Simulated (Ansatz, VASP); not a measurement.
**One calculation of SnSe, two programs**

```xyz
2
Lattice="0.0000 3.0922 3.0922 3.0922 0.0000 3.0922 3.0922 3.0922 0.0000" Properties=species:S:1:pos:R:3 pbc="T T T"
Sn    0.0000    0.0000    0.0000
Se    3.0922    3.0922    3.0922
```

Alike in both runs: task single point; functional PBE; k mesh 10 × 10 × 10; occupations gaussian, width 0.01 eV; no spin polarisation.

```csv
,VASP,Ansatz
version,VASP 6.6.1,Ansatz 0.2.0
potentials or method,"VASP PAW PBE potentials, release 64 (Sn_d, Se)","scalar-relativistic, plane waves, PAW"
plane-wave cutoff (eV),520,420
valence electrons in the cell,20,30
```

|  | VASP | Ansatz | Ansatz less VASP |
| --- | --- | --- | --- |
| gap on the k mesh at the Fermi level (eV) | 0.26 | 0.26 | -0.001 |
| least direct gap on the mesh (eV) | 0.26 | 0.26 | -0.001 |
| pressure (GPa) | -2.6 | -2.6 | +0.02 |

With one functional, cell and mesh, what is left measures potentials, basis and numerics. The two sets of potentials don't hold the same shells in valence.

Caveats: spin-orbit coupling is left out, which moves the levels of the heavy elements. A k mesh can miss the band edges.
